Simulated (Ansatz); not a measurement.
# SiO2 (Stishovite): the dielectric function from several functionals, part 3 of 3

How does SiO2 (Stishovite) absorb light if electrons and holes don't interact? The runs, in order: HSE06 for the gap; optics with PBE on 6×6×8; optics with r2SCAN on 6×6×8; optics with PBE and scissors to the HSE06 gap on 6×6×8.

Ansatz 0.2.0; plane waves, PAW; no local fields, no excitons.

## (5) Optics, PBE + 2.10 eV scissors

The scissors of 2.105 eV comes from the difference of HSE06 and PBE direct gaps in separate runs.

Contents of input.yaml:

```yaml
crystal:
  lattice:
    - [4.1851894793, 0.0, 0.0]
    - [0.0, 4.1851894793, 0.0]
    - [0.0, 0.0, 2.6688395656]
  atoms:
    - { symbol: Si, position: [0.0, 0.0, 0.0] }
    - { symbol: Si, position: [0.5, 0.5, 0.5] }
    - { symbol: O, position: [0.3061010396, 0.3061010396, 0.0] }
    - { symbol: O, position: [0.1938989604, 0.8061010396, 0.5] }
    - { symbol: O, position: [0.6938989604, 0.6938989604, 0.0] }
    - { symbol: O, position: [0.8061010396, 0.1938989604, 0.5] }
kpoints:
  mp_grid: { grid: [6, 6, 8] }
hamiltonian:
  xc: pbe
scf:
  occupations: { method: fixed }
output:
  optics:
    e_range: [0, 21]
    de: 0.05
    sigma: 0.1
    bands: { spectra_wanted_up_to: 21 }
    scissors: 2.105
  write_density: true
  write_potential: true
  elf: true
  volumetric_format: npy
```

Started as:

```console
ansatz run input.yaml --threads 4 --pin off --max-ram 5529MiB --backend cpu --events-out ev --progress --plain --runs-dir out
```

Standard output:

```text
Warning: RAYON_NUM_THREADS=4 ignored (pool sized by the plan → 4); use --threads N
Engine: ansatz 0.2.0, x86_64-unknown-linux-gnu
Pseudopotentials: kind: paw
Pseudopotential: Si, paw, valence charge 4, recommended cutoff 420 eV (normal), Si.paw.azcp
Pseudopotential: O, paw, valence charge 6, recommended cutoff 420 eV (normal), O.paw.azcp
Functional definition: PBE
  parameter kappa = 0.804
  parameter beta = 0.06672455060314922
  exchange = pbe_x(kappa = kappa, mu = beta*pi^2/3)
  correlation = pbe_c(beta = beta)
Crystal: 6 atoms, lattice volume = 46.747 Å³
Basis set: ecut = 420 eV, 913 PW (Γ)
Bands: 22, of which v1, the nominal top of the filled ones, is band 16 counted from 1 (15 counted from 0)
Symmetry: 16 space group operations
Space group: P42/mnm (ITA 136), of the structure as read, at distance tolerance 3.6e-5 Å
k-points: 50 of 288
Non-local potential: Si, projectors of the file, l = 0: 2, l = 1: 2, l = 2: 2
Non-local potential: O, projectors of the file, l = 0: 2, l = 1: 2, l = 2: 1
PAW form: soft (Blöchl's): semilocal exchange-correlation on the pseudo side does not see the compensation charge
PAW one-centre angular grid: Si, 110 points (default); XC on 64 Gauss nodes
PAW one-centre angular grid: O, 110 points (default); XC on 64 Gauss nodes
Initial density: superposition of atomic densities (neutral atoms: chi_scale 0, normalization atom), corrected by the library's trained network
Initial wavefunctions: pseudopotential atomic-orbital guess
Functional: x = pbe(κ = 0.804, μ = 0.2195149727645171), c = pbe(β = 0.06672455060314922)
SCF iter   1: F=—  HF=-3546.974967 eV  |F-HF|=—  |Δ(HF+E_count)|=         —  Δρ=3.23e-3  dr2=1.77e-3  ethr=1.77e-3  ⟨swp⟩=4.4  Hψ=4996  notcnv=0  defer=199
preconditioner: auto → none  [insulator: Δε(μ)=5.558 eV  Ē_g=18.776 eV  n_scr=10 (ndim 8)  ℏωp=30.7 eV  f_vac=0.000  ε∞_Penn≈3.7]
SCF iter   2: F=—  HF=-3546.975564 eV  |F-HF|=—  |Δ(HF+E_count)|=   5.96e-4  Δρ=1.54e-3  dr2=3.60e-4  ethr=5.54e-6  ⟨swp⟩=2.0  Hψ=2339  notcnv=0  defer=200
SCF iter   3: F=—  HF=-3546.975649 eV  |F-HF|=—  |Δ(HF+E_count)|=   8.47e-5  Δρ=6.68e-4  dr2=5.73e-5  ethr=1.12e-6  ⟨swp⟩=2.0  Hψ=1714  notcnv=0  defer=200
SCF iter   4: F=—  HF=-3546.975699 eV  |F-HF|=—  |Δ(HF+E_count)|=   5.07e-5  Δρ=9.01e-5  dr2=2.19e-6  ethr=1.79e-7  ⟨swp⟩=2.0  Hψ=1792  notcnv=0  defer=188
SCF iter   5: F=—  HF=-3546.975701 eV  |F-HF|=—  |Δ(HF+E_count)|=   1.27e-6  Δρ=3.12e-5  dr2=3.10e-7  ethr=6.83e-9  ⟨swp⟩=2.0  Hψ=1779  notcnv=0  defer=110
SCF iter   6: F=—  HF=-3546.975700 eV  |F-HF|=—  |Δ(HF+E_count)|=   8.25e-8  Δρ=7.63e-6  dr2=1.66e-8  ethr=9.68e-10  ⟨swp⟩=2.3  Hψ=1674  notcnv=0  defer=110
SCF iter   7: F=—  HF=-3546.975700 eV  |F-HF|=—  |Δ(HF+E_count)|=   3.08e-9  Δρ=1.91e-6  dr2=1.08e-9  ethr=5.18e-11  ⟨swp⟩=2.4  Hψ=1766  notcnv=0  defer=110
SCF iter   8: F=—  HF=-3546.975700 eV  |F-HF|=—  |Δ(HF+E_count)|=  2.96e-10  Δρ=3.98e-7  dr2=4.53e-11  ethr=3.39e-12  ⟨swp⟩=2.3  Hψ=1727  notcnv=0  defer=110
SCF iter   9: F=-3546.975700 eV  HF=-3546.975700 eV  |F-HF|=9.09e-13  |Δ(HF+E_count)|=  1.41e-11  Δρ=2.61e-8  dr2=1.97e-13  ethr=1.00e-12  ⟨swp⟩=9.0  Hψ=4602  notcnv=0
SCF 1 converged in 9 iterations: F = -3546.975700 eV  dr2 = 1.97e-13
NSCF: frozen V_eff on 50 k-points
Optics k sum: 0 of 50 k-points
[...]
output.optics: what the bands over the 42 summed would add to eps1, eps2 and the energy-loss function is held between a lower and an upper bound (6 Lanczos steps). eps1, eps2 and their loss function (loss_summed_bands) are given on every row as the summed bands alone make them. Along an axis, on a row where the two bounds hold the loss function to about 1 % of the greater of itself and 0.5 % of |1/eps|, its cell (loss_completed) is given, with the completed eps1 and eps2 that it is formed of (a cell that is left empty reads nan in the table and null in the record). The two bounds hold it so along every axis on all 421 rows up to 21.000 eV. The run works to bound the rows up to 21.000 eV and no higher ones: a peak of the loss function over that energy may be left empty with no warning. To have the run work for it, set output.optics.bands.spectra_wanted_up_to to a higher energy. perfect_screening_sum, loss_f_sum_n_eff and, beside carriers, perfect_screening_limit are those of loss_summed_bands: over the bounded function the two sums would run over rows that are not all bounded, and lack what the bands left out lay past the top of the energy grid. Bounded is said of the bands left out alone, which are those that the basis at basis.ecutwfc holds: it says nothing of that cutoff, of the k-point mesh, of what the sum inside its cells errs by (eps2_relative_error), of the factors of all_electron_strengths, nor of how far the SCF is converged. The bands left out are taken at the k-points, and what their mean over the points' cells stands off that by is in neither bound: the run's estimate of it, which the test of a row counts in, is 0.03 % of |eps| at the most among the values given; where the mean stood off by over 0.5 % the points' spread read 0.1 to 3 times that
SCF converged after 9 iterations
Free energy (F): -3546.975700 eV
Harris-Foulkes:  -3546.975700 eV  (|F-HF|=9.09e-13)
Internal energy: -3546.975700 eV  (E = F + TS)
E sigma→0 (E₀):  -3546.975700 eV
Fermi energy:    10.527633 eV
--- Per-component energies (eV) ---
  E_band       = 65.158205
  E_kinetic    = 815.592643
  E_local      = -1221.722804  (includes V_loc(G=0)·N_el)
  E_nonlocal   = 236.599770
  E_hartree    = 433.792185
  E_xc         = -412.317950
  E_vxc        = -480.114967  (∫ρ·V_xc dr)
  E_paw        = -1661.945576  (= ΣΔE_a)
  E_vpaw       = -152.790984  (= ΣTr[D̂ρ^β])
  E_aug_tail   = 0.010166  (compensation charges beyond the density's cutoff)
  E_ewald      = -1736.984135
  E_smearing   = -0.000000  (= −TS)
  E_closure    = -0.000000  (closes the sum)
  Σ components = -3546.975700   (vs F -3546.975700, Δ=0.00e0)
--- Band table (eV; the first three rows and the last of 50) ---
  k-point 0: bands = ["-11.9963", "-8.3886", "-8.3886", "-8.1581", "-0.3204", "4.1253", "4.1253", "4.3179", "5.1659", "5.4484", "7.4138", "7.4138", "8.0226", "9.6504", "9.6504", "10.5276", "16.0833", "17.2509", "19.0435", "19.0435", "21.6794", "22.2320"]
  k-point 1: bands = ["-11.7892", "-8.2838", "-8.2838", "-8.1353", "-0.2419", "4.2991", "4.2991", "4.5448", "4.6063", "5.1529", "6.7277", "6.7277", "7.3025", "9.4995", "9.4995", "10.3409", "16.8128", "18.3362", "19.9294", "19.9294", "20.9345", "23.0828"]
  k-point 2: bands = ["-11.1948", "-8.1747", "-8.0141", "-8.0141", "-0.0680", "3.7584", "4.0528", "4.7813", "4.7813", "5.2047", "5.3346", "5.3346", "6.1302", "9.0231", "9.0231", "9.7457", "17.9780", "20.3700", "20.7371", "21.7943", "21.7943", "24.2031"]
  k-point 49: bands = ["-8.9803", "-8.9803", "-7.8095", "-7.8095", "-0.2081", "-0.2081", "2.3899", "2.3899", "6.0021", "6.0021", "6.0688", "6.0688", "8.7698", "8.7698", "8.9817", "8.9817", "17.6957", "17.6957", "21.5364", "21.5364", "22.2300", "22.2300"]
```

It took 15 s on 4 threads of Intel Xeon Platinum 8259CL at 2.50GHz (Skylake/Cascade Lake), shared host; peak memory 0.94 GiB.

From the head of optics.tsv:

```
# eps_inf(xx yy zz) = 3.136367 3.136367 3.320143
# eps_inf_bands = all
# eps_inf_summed_bands(xx yy zz) = 3.049458 3.049458 3.242898
# eps_inf_completed(xx yy zz) = 3.136367 3.136367 3.320143
# eps2_relative_error = 0.0004
# eps_inf_relative_error = 0.0045
# f_sum_n_eff(xx yy zz) = 20.461815 20.461815 21.205013 of n_electrons = 32.000000
# n_bands = 42
# n_bands_set_by = photon_energy
# valid_up_to_ev = 30.469004
# least_direct_gap_ev = 5.555621e0 at k(fractional) = 0.000000 0.000000 0.000000, k_point = 0, channel = 0, bands = 15 16 (counted from 0)
```

The dielectric function from optics.tsv (yy equals xx), one row in 9 (narrow peaks fall between the rows):

```tsv
E (eV)	ε₂ xx	ε₂ zz	ε₁ xx	ε₁ zz
8.20	0.02	0.00	4.05	4.16
8.65	0.23	0.00	4.40	4.34
9.10	0.48	0.02	4.40	4.58
9.55	0.60	0.05	4.45	4.87
10.00	0.68	0.13	4.55	5.31
10.45	0.72	0.71	4.79	5.66
10.90	1.07	0.93	5.19	5.79
11.35	1.73	1.17	5.32	6.12
11.80	2.53	1.76	5.07	6.61
12.25	2.29	2.49	4.62	6.61
12.70	2.07	2.65	4.61	6.19
13.15	2.42	3.29	5.33	7.54
13.60	3.26	5.12	5.92	9.06
14.05	4.85	7.90	5.54	6.18
14.50	4.80	9.98	3.93	4.66
14.95	4.79	8.21	3.47	1.51
15.40	4.59	6.33	3.04	-0.23
15.85	6.09	5.64	3.85	0.90
16.30	5.28	5.39	1.23	0.27
16.75	5.26	4.97	2.17	0.53
17.20	5.30	4.96	1.67	0.68
17.65	5.49	5.32	1.38	0.44
18.10	5.80	5.01	-0.03	-0.59
18.55	4.92	4.53	-0.76	-0.94
19.00	4.10	3.88	-0.65	-0.83
19.45	4.12	4.17	-0.85	-0.42
19.90	3.69	4.01	-1.37	-1.67
20.35	2.91	3.29	-1.33	-1.63
20.80	2.56	2.91	-1.12	-1.32
```

Tallest peaks of ε₂ (mean of the periodic axes): 6.6 at 14.60 eV, 5.9 at 15.20 eV, 6.4 at 16.05 eV.

## (6) Comparison

```tsv
level	mesh	least direct gap on the mesh (eV)	ε∞	tallest peak of ε₂	time
PBE	6×6×8	5.56	3.45 (xx, yy), 3.66 (zz)	6.6 at 12.50 eV	16 s
r2SCAN	6×6×8	6.51	3.18 (xx, yy), 3.37 (zz)	6.2 at 13.55 eV	23 s
PBE + 2.10 eV scissors	6×6×8	7.66	3.14 (xx, yy), 3.32 (zz)	6.6 at 14.60 eV	15 s
```

## (7) Outcome

This closing draws on all 3 parts.

| quantity | value |
| --- | --- |
| ε∞, PBE | 3.45 (xx, yy), 3.66 (zz) |
| ε∞, r2SCAN | 3.18 (xx, yy), 3.37 (zz) |
| ε∞, PBE + 2.10 eV scissors | 3.14 (xx, yy), 3.32 (zz) |
| tallest peak of ε₂, PBE | 6.6 at 12.50 eV |
| tallest peak of ε₂, r2SCAN | 6.2 at 13.55 eV |
| tallest peak of ε₂, PBE + 2.10 eV scissors | 6.6 at 14.60 eV |
| HSE06 direct gap | 7.66 eV |

From PBE to PBE + 2.10 eV scissors the direct gap grows from 5.56 to 7.66 eV, and ε∞ goes from 3.52 to 3.20 (mean of the axes): a wider gap screens less. The response is anisotropic: with PBE ε∞ is 3.45 (xx, yy), 3.66 (zz). Local fields and excitons are left out: both change ε∞, and without excitons the onset lacks its lines.
